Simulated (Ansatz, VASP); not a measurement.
**F: VASP beside Ansatz**

The input INCAR:

```
ALGO     = Normal         # electronic algorithm
EDIFF    = 1E-8           # SCF threshold, eV
ENCUT    = 520            # plane-wave cutoff, eV
GGA      = PE             # functional
ISIF     = 2              # what is computed and relaxed
ISMEAR   = -1             # smearing method
LASPH    = True           # aspherical terms in the spheres
LCHARG   = False          # write CHGCAR
LEFG     = True         
LREAL    = False          # projectors in reciprocal space
LWAVE    = False          # write WAVECAR
NBANDS   = 14             # bands
NELM     = 100            # most SCF steps
PREC     = Accurate       # precision mode
SIGMA    = 0.05           # smearing width, eV
```

Contents of KPOINTS:

```
k-points
0
Gamma
  16 16 16
```

Contents of POSCAR:

```
F
1.0
    0.0000000000      2.4691510941      2.4691510941
    2.4691510941      0.0000000000      2.4691510941
    2.4691510941      2.4691510941      0.0000000000
F
2
Direct
    0.0000000000      0.0000000000      0.0000000000
    0.2500000000      0.2500000000      0.2500000000
```

Input for Ansatz:

```yaml
crystal:
  lattice:
    - [0.0, 2.4691510941, 2.4691510941]
    - [2.4691510941, 0.0, 2.4691510941]
    - [2.4691510941, 2.4691510941, 0.0]
  atoms:
    - { symbol: F, position: [0.0, 0.0, 0.0] }
    - { symbol: F, position: [0.25, 0.25, 0.25] }
kpoints:
  mp_grid: { grid: [16, 16, 16] }
scf:
  occupations: { method: fermi_dirac, width: 0.05 }
hamiltonian:
  xc: pbe
  pseudopotentials: { kind: paw }
output:
  forces: true
  stress: true
  eigenvalues: true
  efg: { contact_densities: true }
```

Change from the starting cell: volume scaled by 1.04, PAW files.

Alike in both runs: task electric field gradients; functional PBE; k mesh 16 × 16 × 16; occupations fermi-dirac, width 0.05 eV; no spin polarisation.

|  | VASP | Ansatz |
| --- | --- | --- |
| version | VASP 6.6.1 | Ansatz 0.2.0 |
| potentials or method | VASP PAW PBE potentials, release 64 (F) | PAW with Ansatz's default frozen-core files, scalar-relativistic |
| plane-wave cutoff (eV) | 520 | 420 |
| valence electrons in the cell | 14 | 14 |

Ansatz gave:

```
pressure (GPa)                                                 : -1.4
Vzz of the field gradient on the site that differs most (V/Å²) : 0.0
```

Estimate VASP's values.

pressure (GPa): -1.9; Vzz of the field gradient on the site that differs most (V/Å²): 0.0.

The functional is the same, so the differences come from potentials, cutoffs and numerics.
